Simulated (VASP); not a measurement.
A run of VASP 6.6.1 is set up as follows.

The input POSCAR:

```
InP                                     
1.0
    0.0000000000      2.9393308163      2.9393308163
    2.9393308163      0.0000000000      2.9393308163
    2.9393308163      2.9393308163      0.0000000000
  In              P             
     1     1
Direct
     0.0000000000000000    0.0000000000000000    0.0000000000000000
     0.2500000000000000    0.2500000000000000    0.2500000000000000
```

Contents of INCAR.step1:

```
ALGO = Normal ; EDIFF = 1E-5
ENCUT = 520 ; GGA = PE
GGA_COMPAT = F ; ISIF = 2
ISMEAR = 0 ; LASPH = T
LCHARG = F ; LORBIT = 11
LREAL = F ; LSORBIT = T
LWAVE = T ; MAGMOM = 0 0 0 0 0 0
NBANDS = 32 ; NELM = 80
PREC = Accurate ; SIGMA = 0.03
```

Contents of INCAR.step2:

```
ALGO = Normal ; EDIFF = 1E-6
ENCUT = 520 ; GGA = PE
GGA_COMPAT = F ; HFSCREEN = 0.2
ISIF = 2 ; ISMEAR = 0
ISTART = 1 ; LASPH = T
LCHARG = F ; LHFCALC = T
LORBIT = 11 ; LREAL = F
LSORBIT = T ; LWAVE = F
MAGMOM = 0 0 0 0 0 0 ; NBANDS = 32
NELM = 80 ; PREC = Accurate
PRECFOCK = Fast ; SIGMA = 0.03
```

Contents of KPOINTS:

```
k-points
0
Gamma
  4 4 4
```

Contents of KPOINTS_OPT:

```
explicit points
9
Reciprocal
 0.0000000000  0.0000000000  0.0000000000 1
 0.3750000000  0.3750000000  0.7500000000 1
 0.5000000000  0.5000000000  0.5000000000 1
 0.6250000000  0.2500000000  0.6250000000 1
 0.5000000000  0.2500000000  0.7500000000 1
 0.5000000000  0.0000000000  0.5000000000 1
 0.4000000000  0.0000000000  0.4000000000 1
 0.4250000000  0.0000000000  0.4250000000 1
 0.4500000000  0.0000000000  0.4500000000 1
```

Potentials or basis: VASP PAW PBE potentials, release 64 (In_d, P).

Launch:

```sh
$ cat potpaw_PBE.64/In_d/POTCAR potpaw_PBE.64/P/POTCAR > POTCAR
$ cp INCAR.step1 INCAR
$ mpirun -np 1 vasp_ncl > vasp.out
$ cp INCAR.step2 INCAR
$ mpirun -np 1 vasp_ncl > vasp.out
```

Predict the pressure.

0.8 GPa.

Caveat: the k mesh is coarse (spacing up to 0.46 Å⁻¹), so the values aren't converged, least of all with exact exchange; the PAW data sets were made with another functional, which shifts forces and pressure a little.
